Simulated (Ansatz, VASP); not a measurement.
**Cross-check of Si24H14C3 between VASP and Ansatz**

Wanted: the spread between two codes on one cell, functional and k mesh. The cell is taken from a series of runs on this material, whose earlier steps may have relaxed, scaled, displaced or heated it; both programs get it as it stands.

Program: Ansatz 0.2.0. Level of theory: plane waves, with VASP 6.6.1 beside it; single point at PBE. Results are calculated unless marked as measured.

### 1. The structure

The cell holds 41 atoms: 14 H, 3 C and 24 Si. Its edges and angles: a = 7.679 Å, b = 7.679 Å, c = 24.694 Å, α = 90.0°, β = 90.0°, γ = 60.0°. It derives from Si. As first built, before any earlier steps moved the atoms (in the runner's words): kind terminated face; group CH3; share_of_top_atoms 0.75; rest H; oxygen_in_back_bonds 0; lower_face H. Vacuum lies along c.

Coordinates:

```cif
data_structure
_symmetry_space_group_name_H-M 'P 1'
_symmetry_Int_Tables_number 1
_cell_length_a 7.6792
_cell_length_b 7.6792
_cell_length_c 24.6938
_cell_angle_alpha 90.000
_cell_angle_beta 90.000
_cell_angle_gamma 60.000
_cell_volume 1261.10
loop_
_atom_site_label
_atom_site_type_symbol
_atom_site_fract_x
_atom_site_fract_y
_atom_site_fract_z
_atom_site_occupancy
H1 H 0.11422 0.03178 0.72382 1
H2 H 0.85215 0.11756 0.72367 1
H3 H 0.02974 0.85529 0.72412 1
H4 H 0.61527 0.02951 0.72411 1
H5 H 0.35425 0.11418 0.72385 1
H6 H 0.53040 0.85207 0.72366 1
H7 H 0.11769 0.53035 0.72365 1
H8 H 0.85541 0.61511 0.72413 1
H9 H 0.03184 0.35412 0.72384 1
H10 H 0.50003 0.50000 0.68922 1
H11 H 0.00000 0.00000 0.28347 1
H12 H 0.50000 0.00000 0.28347 1
H13 H 0.00000 0.50000 0.28347 1
H14 H 0.50000 0.50000 0.28347 1
C15 C 0.99861 0.00126 0.70810 1
C16 C 0.50031 0.99852 0.70810 1
C17 C 0.00134 0.50023 0.70810 1
Si18 Si 0.99896 0.00037 0.63066 1
Si19 Si 0.50074 0.99894 0.63066 1
Si20 Si 0.00040 0.50072 0.63066 1
Si21 Si 0.50003 0.50001 0.62799 1
Si22 Si 0.83553 0.33302 0.59787 1
Si23 Si 0.33304 0.33149 0.59786 1
Si24 Si 0.83336 0.83334 0.59782 1
Si25 Si 0.33152 0.83551 0.59787 1
Si26 Si 0.83365 0.33339 0.50225 1
Si27 Si 0.33341 0.33298 0.50225 1
Si28 Si 0.83335 0.83333 0.50224 1
Si29 Si 0.33300 0.83363 0.50225 1
Si30 Si 0.16668 0.16667 0.46985 1
Si31 Si 0.66682 0.16668 0.46997 1
Si32 Si 0.16670 0.66651 0.46997 1
Si33 Si 0.66653 0.66680 0.46997 1
Si34 Si 0.16667 0.16667 0.37434 1
Si35 Si 0.66667 0.16667 0.37434 1
Si36 Si 0.16667 0.66667 0.37434 1
Si37 Si 0.66667 0.66667 0.37434 1
Si38 Si 0.00000 0.00000 0.34260 1
Si39 Si 0.50000 0.00000 0.34260 1
Si40 Si 0.00000 0.50000 0.34260 1
Si41 Si 0.50000 0.50000 0.34260 1
```

### 2. Ansatz: single point, PBE

Ansatz runs on its default PAW (the set named soft_2) files.

A single point gives forces, pressure and levels at one fixed geometry, so differences don't come from the geometry; what else differs is listed under the comparison.

File input.yaml:

```yaml
crystal:
  lattice:
    - [7.6791796437, 0.0, 0.0]
    - [3.8395898218, 6.6503646517, 0.0]
    - [0.0, 0.0, 24.6937769138]
  atoms:
    - { symbol: H, position: [0.114219307, 0.0317774158, 0.7238225885] }
    - { symbol: H, position: [0.8521529836, 0.1175565807, 0.723673375] }
    - { symbol: H, position: [0.0297373885, 0.8552869282, 0.7241245538] }
    - { symbol: H, position: [0.6152659851, 0.0295077474, 0.7241112864] }
    - { symbol: H, position: [0.3542518927, 0.1141756444, 0.7238466526] }
    - { symbol: H, position: [0.5304006074, 0.8520696117, 0.7236620122] }
    - { symbol: H, position: [0.1176881357, 0.5303540056, 0.7236526783] }
    - { symbol: H, position: [0.8554057965, 0.6151118829, 0.7241325905] }
    - { symbol: H, position: [0.0318406704, 0.3541214621, 0.7238352181] }
    - { symbol: C, position: [-0.0013922847, 0.0012596513, 0.7080983086] }
    - { symbol: C, position: [0.5003138316, -0.0014841651, 0.7080983082] }
    - { symbol: C_h, position: [0.001343836, 0.5002294329, 0.7080985223] }
    - { symbol: H, position: [0.5000300652, 0.5000026114, 0.6892191435] }
    - { symbol: Si_h, position: [-0.0010366194, 0.0003725673, 0.6306612859] }
    - { symbol: Si, position: [0.50073846, -0.0010642721, 0.6306607157] }
    - { symbol: Si, position: [0.0003974205, 0.5007170173, 0.6306614158] }
    - { symbol: Si_h, position: [0.5000260168, 0.5000070875, 0.6279871701] }
    - { symbol: Si_h, position: [0.8355307779, 0.3330182272, 0.5978685118] }
    - { symbol: Si, position: [0.3330359454, 0.3314937749, 0.5978649205] }
    - { symbol: Si, position: [0.83336266, 0.8333428252, 0.5978197237] }
    - { symbol: Si, position: [0.3315193357, 0.8355101411, 0.5978654887] }
    - { symbol: Si, position: [0.8336470477, 0.3333896424, 0.5022528867] }
    - { symbol: Si, position: [0.3334085588, 0.3329797789, 0.5022499269] }
    - { symbol: Si, position: [0.8333541223, 0.833331837, 0.5022435849] }
    - { symbol: Si, position: [0.3330009652, 0.8336295722, 0.5022506534] }
    - { symbol: Si_h, position: [0.166681858, 0.1666666847, 0.469846966] }
    - { symbol: Si, position: [0.6668201979, 0.1666830191, 0.4699680978] }
    - { symbol: Si, position: [0.1667026045, 0.6665132756, 0.46996788] }
    - { symbol: Si, position: [0.6665316006, 0.6668010554, 0.4699681012] }
    - { symbol: Si, position: [0.166666667, 0.166666667, 0.374335324] }
    - { symbol: Si, position: [0.666666667, 0.166666667, 0.374335324] }
    - { symbol: Si, position: [0.166666667, 0.666666667, 0.374335324] }
    - { symbol: Si, position: [0.666666667, 0.666666667, 0.374335324] }
    - { symbol: Si, position: [0.0, 0.0, 0.342596438] }
    - { symbol: Si, position: [0.5, 0.0, 0.342596438] }
    - { symbol: Si, position: [0.0, 0.5, 0.342596438] }
    - { symbol: Si, position: [0.5, 0.5, 0.342596438] }
    - { symbol: H, position: [0.0, 0.0, 0.28347223] }
    - { symbol: H, position: [0.5, 0.0, 0.28347223] }
    - { symbol: H, position: [0.0, 0.5, 0.28347223] }
    - { symbol: H, position: [0.5, 0.5, 0.28347223] }
kpoints:
  mp_grid: { grid: [3, 3, 1] }
scf:
  occupations: { method: fermi_dirac, width: 0.02 }
  n_extra_bands: 28
hamiltonian:
  xc: pbe
  pseudopotentials: { kind: paw }
output:
  forces: true
  write_potential: true
  volumetric_format: []
  core_levels:
    shells: { C_h: "1s", Si_h: "2p" }
    counted_from: conduction_bottom
    add_spin: false
efield:
  axis: 3
  dipole_correction: true
```

On the command line:

```console
> ansatz run input.yaml --threads 4 --pin off --max-ram 11264MiB --backend cpu --events-out ev --progress --plain --runs-dir out
```

Numbers of over 12 decimals in the logs are rounded to 6 here.

What it wrote:

```text
scf.n_extra_bands = 28 over 61 filled bands (N_el = 122.0): the run solves 89 bands
Engine: ansatz 0.2.0, aarch64-unknown-linux-gnu
Pseudopotentials: kind: paw
Pseudopotential: H, paw, valence charge 1, recommended cutoff 420 eV (normal), H.paw.azcp
Pseudopotential: C, paw, valence charge 4, recommended cutoff 420 eV (normal), C.paw.azcp
Pseudopotential: Si, paw, valence charge 4, recommended cutoff 420 eV (normal), Si.paw.azcp
Functional definition: PBE
  parameter kappa = 0.804
  parameter beta = 0.066725
  exchange = pbe_x(kappa = kappa, mu = beta*pi^2/3)
  correlation = pbe_c(beta = beta)
Crystal: 41 atoms, lattice volume = 1261.095 Å³
Basis set: ecut = 420 eV, 24641 PW (Γ), exchange–correlation on 108×108×360 points (8 copies of the dense FFT grid, shifted against one another)
Bands: 89, of which v1, the nominal top of the filled ones, is band 61 counted from 1 (60 counted from 0)
Symmetry: 1 space group operations
Space group: P1 (ITA 1), of the structure as read, at distance tolerance 1.1e-4 Å
k-points: 5 of 9 (time reversal used)
Non-local potential: H, projectors of the file, l = 0: 2, l = 1: 1
Non-local potential: C, projectors of the file, l = 0: 2, l = 1: 2, l = 2: 1
Non-local potential: Si, projectors of the file, l = 0: 2, l = 1: 2, l = 2: 2
PAW form: soft (Blöchl's): semilocal exchange-correlation on the pseudo side does not see the compensation charge
PAW one-centre angular grid: H, 110 points (default); XC on 64 Gauss nodes
PAW one-centre angular grid: C, 110 points (default); XC on 64 Gauss nodes
PAW one-centre angular grid: Si, 110 points (default); XC on 64 Gauss nodes
Initial density: superposition of atomic densities (neutral atoms: chi_scale 0, normalization atom), corrected by the library's trained network
Initial wavefunctions: pseudopotential atomic-orbital guess
Functional: x = pbe(κ = 0.804, μ = 0.219515), c = pbe(β = 0.066725)
SCF iter   1: F=—  HF=-16236.170335 eV  |F-HF|=—  |Δ(HF+E_count)|=         —  Δρ=2.36e-3  dr2=7.23e-1  ethr=1.77e-3  p=0.174 e·Å  D=2.49e-2 V/Å  ΔV_dip=-0.62 eV  dr2_dipole=7.42e-4  V_vac-E_F(+/−)=3.10/3.71 eV  ⟨swp⟩=10.8  Hψ=2926  notcnv=0  defer=38
efield: sawtooth ramp at fractional position 0.9538 (placed from the atoms, in the widest stretch of the axis that holds none; the zero of the levels goes with the place), width 0.1000; the density the first Hamiltonian is built on has a dipole p = 0.174 e·Å; the dipole correction subtracts the counter field D = 2.49e-2 V/Å, which shifts the + side's vacuum level by -0.62 eV against the − side's; the planar-averaged density in the ramp window peaks in size at 1.3e-4 e/Å³
preconditioner: auto → Resta (q_TF=auto, 1.849 Å⁻¹)  ε∞=2.8  [insulator: Δε(μ)=1.099 eV  Ē_g=8.598 eV  σ=0.020 eV  W_gap=1.00  n_scr=134 (ndim 8)  ℏωp=11.5 eV  f_vac=0.479  D(μ)=0.00/eV (n_scr^D=0)  ε∞_Penn≈2.8  vacuum switching on, ρ_ref=5.4e-3 e/Å³]
SCF iter   2: F=—  HF=-16236.072290 eV  |F-HF|=—  |Δ(HF+E_count)|=   9.80e-2  Δρ=1.12e-3  dr2=5.37e-2  ethr=5.93e-4  p=0.158 e·Å  D=2.27e-2 V/Å  ΔV_dip=-0.56 eV  dr2_dipole=5.90e-4  V_vac-E_F(+/−)=3.56/4.11 eV  ⟨swp⟩=4.0  Hψ=640  notcnv=0  defer=106
SCF iter   3: F=—  HF=-16236.067788 eV  |F-HF|=—  |Δ(HF+E_count)|=   4.50e-3  Δρ=4.51e-4  dr2=4.46e-3  ethr=4.40e-5  p=0.171 e·Å  D=2.45e-2 V/Å  ΔV_dip=-0.61 eV  dr2_dipole=1.03e-6  V_vac-E_F(+/−)=3.47/4.07 eV  ⟨swp⟩=3.2  Hψ=590  notcnv=0  defer=106
SCF iter   4: F=—  HF=-16236.070463 eV  |F-HF|=—  |Δ(HF+E_count)|=   2.68e-3  Δρ=2.20e-4  dr2=2.94e-3  ethr=3.66e-6  p=0.169 e·Å  D=2.43e-2 V/Å  ΔV_dip=-0.60 eV  dr2_dipole=1.36e-3  V_vac-E_F(+/−)=3.48/4.08 eV  ⟨swp⟩=2.0  Hψ=678  notcnv=0  defer=106
SCF iter   5: F=—  HF=-16236.070099 eV  |F-HF|=—  |Δ(HF+E_count)|=   3.64e-4  Δρ=7.37e-5  dr2=2.38e-4  ethr=2.41e-6  p=0.187 e·Å  D=2.69e-2 V/Å  ΔV_dip=-0.66 eV  dr2_dipole=4.64e-5  V_vac-E_F(+/−)=3.46/4.12 eV  ⟨swp⟩=2.0  Hψ=426  notcnv=0  defer=106
SCF iter   6: F=—  HF=-16236.070093 eV  |F-HF|=—  |Δ(HF+E_count)|=   6.38e-6  Δρ=2.96e-5  dr2=1.60e-5  ethr=1.95e-7  p=0.186 e·Å  D=2.67e-2 V/Å  ΔV_dip=-0.66 eV  dr2_dipole=1.75e-6  V_vac-E_F(+/−)=3.46/4.12 eV  ⟨swp⟩=2.0  Hψ=426  notcnv=0  defer=106
SCF iter   7: F=—  HF=-16236.070070 eV  |F-HF|=—  |Δ(HF+E_count)|=   2.29e-5  Δρ=1.04e-5  dr2=2.64e-6  ethr=1.31e-8  p=0.188 e·Å  D=2.70e-2 V/Å  ΔV_dip=-0.67 eV  dr2_dipole=5.76e-8  V_vac-E_F(+/−)=3.45/4.12 eV  ⟨swp⟩=2.0  Hψ=734  notcnv=0  defer=106
SCF iter   8: F=—  HF=-16236.070074 eV  |F-HF|=—  |Δ(HF+E_count)|=   3.90e-6  Δρ=2.50e-6  dr2=1.03e-7  ethr=2.16e-9  p=0.188 e·Å  D=2.70e-2 V/Å  ΔV_dip=-0.67 eV  dr2_dipole=1.31e-9  V_vac-E_F(+/−)=3.45/4.12 eV  ⟨swp⟩=2.0  Hψ=644  notcnv=0  defer=106
SCF iter   9: F=-16236.070074 eV  HF=-16236.070074 eV  |F-HF|=1.83e-9  |Δ(HF+E_count)|=   6.36e-8  Δρ=5.91e-7  dr2=7.00e-9  ethr=8.20e-11  p=0.188 e·Å  D=2.70e-2 V/Å  ΔV_dip=-0.67 eV  dr2_dipole=1.94e-11  V_vac-E_F(+/−)=3.45/4.12 eV  ⟨swp⟩=24.2  Hψ=4788  notcnv=0
[...]
── core hole 1/5: 1s of C_h 11 ──
── 1s of C_h 11: 284.401 eV over the cell without the hole, in 14 iterations ──
── core hole 2/5: 2p of Si_h 13 ──
── 2p of Si_h 13: 100.167 eV over the cell without the hole, in 15 iterations ──
── core hole 3/5: 2p of Si_h 16 ──
── 2p of Si_h 16: 100.129 eV over the cell without the hole, in 14 iterations ──
── core hole 4/5: 2p of Si_h 17 ──
── 2p of Si_h 17: 99.912 eV over the cell without the hole, in 14 iterations ──
── core hole 5/5: 2p of Si_h 25 ──
── 2p of Si_h 25: 99.922 eV over the cell without the hole, in 14 iterations ──
SCF converged after 9 iterations
Free energy (F): -16236.070074 eV
Harris-Foulkes:  -16236.070074 eV  (|F-HF|=1.83e-9)
Internal energy: -16236.070074 eV  (E = F + TS)
E sigma→0 (E₀):  -16236.070074 eV
Fermi energy:    0.630541 eV
Dipole field:    D = 0.027040 V/Å  (p = 0.188446 e·Å, saw-weighted, corrected)
Work function:   Φ+ = 3.4518 eV   Φ− = 4.1195 eV
Levels:          The Fermi level and band energies are counted from a zero that moves with the ramp; work functions are not
--- Per-component energies (eV) ---
  E_band       = -646.779451
  E_kinetic    = 1435.736879
  E_local      = -31751.469986  (includes V_loc(G=0)·N_el)
  E_nonlocal   = 727.966597
  E_hartree    = 15247.513406
  E_xc         = -1594.238645
  E_vxc        = -1461.771594  (∫ρ·V_xc dr)
  E_paw        = -12614.121747  (= ΣΔE_a)
  E_vpaw       = -90.888232  (= ΣTr[D̂ρ^β])
  E_aug_tail   = -0.018370  (compensation charges beyond the density's cutoff)
  E_efield     = 0.002548  (sawtooth field / dipole correction)
  E_vefield    = -1.358848  (∫n·V_field dr)
  E_ewald      = 12312.559243
  E_smearing   = -0.000000  (= −TS)
  E_closure    = -0.000000  (closes the sum)
  Σ components = -16236.070074   (vs F -16236.070074, Δ=0.00e0)
--- Forces (eV/Å), atoms counted from 1 ---
  atom   1  H       -0.00317420    -0.00217453     0.00568171
  atom   2  H        0.00338408     0.00047643     0.00332413
  atom   3  H       -0.00055389     0.00097931     0.00334772
  atom   4  H       -0.00050088    -0.00078135     0.00336420
  atom   5  H        0.00349542    -0.00178474     0.00555258
  atom   6  H       -0.00210455     0.00290043     0.00345084
  atom   7  H       -0.00118025    -0.00313140     0.00344538
  atom   8  H        0.00094518     0.00004791     0.00328948
  atom   9  H       -0.00026466     0.00408829     0.00567231
  atom  10  C        0.00306232     0.00379680    -0.01262189
  atom  11  C       -0.00551404     0.00048259    -0.01273375
  atom  12  C_h      0.00137886    -0.00515140    -0.01269436
  atom  13  H       -0.00009577     0.00004624    -0.00537159
  atom  14  Si_h    -0.00169377    -0.00174728     0.00627684
  atom  15  Si       0.00259378    -0.00045303     0.00640279
  atom  16  Si      -0.00066317     0.00240678     0.00630269
  atom  17  Si_h     0.00002385    -0.00003172     0.00994126
  atom  18  Si_h     0.00092598    -0.00111130     0.00033372
  atom  19  Si      -0.00134245    -0.00026699     0.00019956
  atom  20  Si       0.00004399    -0.00006887     0.00439829
  atom  21  Si       0.00036892     0.00127542     0.00042954
  atom  22  Si      -0.00019642     0.00009588     0.00008464
  atom  23  Si       0.00016660     0.00022330     0.00028548
  atom  24  Si       0.00002278     0.00008334    -0.00011236
  atom  25  Si       0.00014274    -0.00020908     0.00018456
  atom  26  Si_h    -0.00002702     0.00004882    -0.00509340
  atom  27  Si       0.00040881     0.00008506    -0.00597473
  atom  28  Si      -0.00014216    -0.00039645    -0.00599640
  atom  29  Si      -0.00023399     0.00024112    -0.00597024
[...]
atom  34  Si      -0.00060361     0.00085575     0.85053852
  atom  35  Si      -0.00051717    -0.00090747     0.85060724
  atom  36  Si       0.00095546     0.00004595     0.85056740
  atom  37  Si      -0.00006485    -0.00000111     0.84905220
  atom  38  H        0.00000032    -0.00089807    -0.77649640
  atom  39  H        0.00084932     0.00040974    -0.77648775
  atom  40  H       -0.00069444     0.00049300    -0.77649211
  atom  41  H        0.00005488     0.00000135    -0.77663784
  max |Σ_I F_I| component: 1.48e-5 eV/Å
--- Band table (eV; the first three rows and the last of 5) ---
  k-point 0: bands = [... 57 lower, -0.3432, -0.3432, 0.0862, 0.0862, 1.1718, 1.1925, 1.1925, 1.7360, ... 24 higher]
  k-point 1: bands = [... 57 lower, -1.1886, -0.9476, -0.8349, -0.3117, 1.3369, 1.9420, 2.0747, 2.0972, ... 24 higher]
  k-point 2: bands = [... 57 lower, -1.1887, -0.9476, -0.8349, -0.3117, 1.3370, 1.9420, 2.0747, 2.0971, ... 24 higher]
  k-point 4: bands = [... 57 lower, -1.7784, -1.1295, -1.1165, -1.0843, 2.4348, 2.5694, 2.6532, 2.6865, ... 24 higher]
--- Core levels from the conduction bottom, as differences alone (as output.core_levels.counted_from types it; a hole's nearest image at 7.7 Å) ---
  the holes have no spin, as output.core_levels.add_spin types it
  atom         alike  shell      binding/eV   shift/eV difference/eV images/eV   SCF
  C_h 11           1     1s               –     +0.000       284.401         –    14
  Si_h 13          1     2p               –     +0.000       100.167         –    15
  Si_h 16          1     2p               –     -0.039       100.129         –    14
  Si_h 17          1     2p               –     -0.256        99.912         –    14
  Si_h 25          1     2p               –     -0.246        99.922         –    14
  the dataset of C_h with a 1s hole: scattering error 0.003 eV (0.001 eV in the local channel); free atom: scalar-relativistic, large and small components
  the dataset of Si_h with a 2p hole: scattering error 0.000 eV (0.000 eV in the local channel); free atom: scalar-relativistic, large and small components
  the two lines of Si_h's 2p: 2p1/2 +0.408 eV and 2p3/2 -0.204 eV off its levels, 1 : 2 in strength
```

(Part 1 of 2 ends here.)

[Lines on the potential files, build, host, timing and source positions are cut from VASP's logs without a mark.]

[Logs are printed without paths, hosts, clocks, repeated set-up lines and the standing remarks that a program may print on its own settings, such as how far it seeks lower states.]

[Hosts, paths, dates, database ids (printed as entryN), source tags and the programs' standing remarks are cut or masked in the printed files.]
